A phonon frequency measures how hard its neighbours pull an atom back when the whole crystal moves in a fixed pattern, set against the atom's mass. Each group of three rows below belongs to one wave vector in fcc aluminium, computed with density-functional theory. The column "phonon q row" gives the place of that wave vector in the run's list of eight (0 0 0; 0 0 0.5; 0 0.5 0; 0 0.5 0.5; 0.5 0 0; 0.5 0 0.5; 0.5 0.5 0; 0.5 0.5 0.5), and "phonon frequency" gives its vibrations in cm⁻¹. The questions go down the table, and rows 4, 10 and 12 carry most of the argument.

Harmonic phonon frequencies of fcc aluminium, computed with GPAW 26.7.0 using the vdW-DF-cx functional, PAW data sets and a 600 eV plane-wave cutoff, at an unrelaxed 16.60 Å³/atom. The forces come from 0.02 Å displacements in a 2×2×2 supercell with a 6×6×6 k mesh and Fermi–Dirac smearing of 0.05 eV.

```csv
row,phonon q row (row),phonon frequency (cm⁻¹)
1,1,0.0
2,1,0.0
3,1,0.0
4,2,139.0
5,2,139.0
6,2,290.4
7,3,139.0
8,3,139.0
9,3,290.4
10,4,192.7
11,4,192.7
12,4,343.7
13,5,139.0
14,5,139.0
15,5,290.4
16,6,192.7
17,6,192.7
18,6,343.7
19,7,192.7
20,7,192.7
21,7,343.7
22,8,139.0
23,8,139.0
24,8,290.4
```

### Rows 1–3: why are three frequencies zero, and is that a good sign?

At wave vector zero every atom moves by the same amount in the same direction. No distance between atoms changes, so nothing pulls them back and the frequency vanishes. This holds for each of the three directions in space. In a calculation, small errors in the forces can shift these zeros, but many programs remove the shift by imposing the rule. The zeros therefore say little about how good the other rows are.

There are three vibrations at each wave vector because the primitive cell holds one atom. All of them belong to acoustic branches, which start from a rigid shift of the crystal. A second atom in the cell would add three optical vibrations, in which the two atoms move against each other. Those would keep a non-zero frequency even at wave vector zero.

### Rows 4–9: why does the same trio of numbers come back?

Rows 4–6 and rows 7–9 describe waves along two different body diagonals of the cube, at the edge of the Brillouin zone (the point L). A cube has four equivalent body diagonals, and rows 13–15 and 22–24 belong to the other two. The last wave vector looks special as 0.5 0.5 0.5, but these coordinates refer to the slanted axes of the primitive cell, not to the cube edges. The repeats therefore show the symmetry of the crystal. They are not four separate confirmations of a number.

Within a trio, two frequencies coincide. They belong to transverse vibrations, in which the atoms move across the direction of the wave, and the two sideways directions are equivalent. The single, higher frequency is longitudinal: the atoms move along the wave. Rows 10–12 and 16–21 repeat in the same way for waves along the three cube edges (the point X), so the whole table holds only four independent non-zero frequencies.

### Rows 4 and 6: why is the longitudinal vibration about twice as fast?

At L, successive close-packed planes move in opposite directions. Of an atom's twelve nearest neighbours, six lie in its own plane and move with it, while three above and three below move against it. Only these last six bonds are strained. They stand steeply on the plane, so motion along the wave squeezes and stretches them strongly, whereas motion within the plane mostly swings them sideways.

A crystal of equal springs turns this picture into numbers. Let K be the stiffness of the spring between nearest neighbours, M the mass of an atom, ω the angular frequency, and θ the angle between a bond and the motion. Then

Mω² = 2K × (sum of cos²θ over the neighbours that move the opposite way).

The factor 2 arises because such a neighbour moves one way as far as the atom moves the other.

For motion along the wave, cos²θ is 2/3 for each of the six bonds, which gives Mω² = 8K. For motion within the plane it averages 1/6, which gives 2K. The stiffness thus differs by a factor of four and the frequency by a factor of two, close to the computed ratio of 2.09. In this model the difference comes from the direction of the bonds alone. The close match should not be pressed, though, because row 6 is itself in doubt, as a later answer shows.

### Rows 10 and 11: can the transverse frequency at X be estimated from the one at L?

At X, it is the planes parallel to a cube face that move in alternate directions. Eight of the twelve neighbours now move against the atom. For a sideways motion along a cube edge, four of these eight bonds lie at 45° to it, with cos²θ = 1/2, and the other four are perpendicular to it and don't resist. The sum is 2, so Mω² = 4K, twice the value for row 4.

The frequency follows from the square root of that ratio:

139.0 cm⁻¹ × √(4/2) = 196.6 cm⁻¹.

Row 10 has 192.7 cm⁻¹, so the estimate is 2% too high. Row 4 alone set the strength of the spring, and row 10 had no part in it.

The comparison teaches more than a count of neighbours would. Eight bonds are out of step at X and six at L, which alone would raise Mω² by only a third. It doubles because the bonds at X also line up better with the sideways motion: cos²θ averages 1/4 over them, against 1/6 at L. For a first guess at another wave in a close-packed metal, one asks how far each neighbour moves out of step, and then how well its bond lines up with the motion. The guess can fail, as the next answer shows.

### Row 12: why is the longitudinal vibration at X the fastest of all?

The springs explain why it is high. When the atoms move along the wave at X, all eight out-of-step bonds lie at 45° to the motion and all of them resist. The sum gives Mω² = 8K, twice the value for the sideways motion at X.

They don't explain why it stands alone at the top, because the longitudinal vibration at L also has 8K. With the spring taken from row 4, both should lie at 2 × 139.0 = 278 cm⁻¹. That is 4% below the computed value in row 6, but 19% below the one in row 12. Since frequency grows only with the square root of stiffness, the second miss is serious: row 12 would need a spring about one and a half times as stiff as row 4 does.

Part of this failure belongs to the model. Measured longitudinal frequencies, recalled roughly, are near 320 cm⁻¹ at both points, so a spring set by the transverse vibration at L is too soft for these two in real aluminium as well. In a metal, the conduction electrons rearrange whenever the ions move. They carry forces to more distant neighbours, and these forces need not point along a bond. A single spring between nearest neighbours leaves all of that out.

### Rows 6 and 12: is the gap between the two longitudinal frequencies real, and which digits can be trusted?

The computed gap is 53 cm⁻¹, while experiment has almost none. Against the rough measured value, the calculation is about 9% too low at L and 7% too high at X. A crystal held at a slightly wrong volume would be expected to stiffen or soften both vibrations together. Errors of opposite sign point to something that depends on the wave itself.

The first suspect is the sampling of the electrons. In aluminium, the force that answers a displacement depends in part on electronic states close to the Fermi level, and a finite mesh of k points catches these only coarsely. The forces were computed in a cell doubled along each axis, with a 6×6×6 mesh. In the doubled cell, 6×6×6 is as fine as 12×12×12 in the primitive one, so the mesh is not unusually coarse, but the response of a metal can demand more. The small size of the cell is a less likely cause, because the waves at L and X fit into it exactly. The run itself finished as converged and without warnings, but that doesn't show that its mesh is fine enough. There is a general caution that the response of a metal may not be converged on a working mesh like this one; it comes from the data makers' tests on other systems, not from this run. A denser mesh in the doubled cell would test the suspicion, which for now remains untested. Until then the gap should not be given a physical meaning.

The transverse frequencies look better. They agree within about 2% with rough measured values of 140 cm⁻¹ at L and 190 cm⁻¹ at X, although such agreement does not show that they are converged. For the longitudinal ones, even the tens of cm⁻¹ are in doubt. The printed decimal is useful for recognising symmetry copies, and for little else.

### All rows: what would a heavier atom change?

If only the mass changed and every spring stayed the same, all non-zero frequencies would fall by the same factor, the square root of the mass ratio. Doubling the mass would bring row 12 down to 343.7/√2 = 243 cm⁻¹. The ratios between the rows would stay as they are, because they come from the geometry and the forces.

A real change of element alters the bonding too. The frequency then follows the square root of stiffness divided by mass, so a metal with atoms twice as heavy and bonds twice as stiff would vibrate just as fast. Weight alone is therefore a poor guide when two metals are compared. The stiffness has to be known as well, and a high elastic modulus is a useful first hint of it.

### All rows: can eight wave vectors give the zero-point energy?

Each vibration keeps half a quantum of energy even at absolute zero. Averaging over the eight wave vectors, with the three zeros included, gives 3.3 kJ per mole of atoms. Leaving the zeros out and averaging over the other seven gives 3.8 kJ/mol. The same calculation, with the frequencies interpolated between these points, gives 3.6 kJ/mol, which lies between the two.

The reason is that wave vector zero has to stand for an eighth of all waves. Its neighbours are long waves whose frequencies rise steadily from zero, so counting the whole share as zero is too low and giving it the average of the zone edge is too high. The interpolation fills in this region, but it does so from a small supercell, and its result inherits that limit.

The doubtful longitudinal frequencies do less harm here than might be feared. Setting all of them to the rough measured 320 cm⁻¹ would raise the sum of the frequencies by only about 1%, because the values at L go up while those at X come down. An average over many vibrations can thus be sound where a single frequency is not. Anyone who needs the zero-point energy can use this calculation with more confidence than someone who needs a single longitudinal frequency.
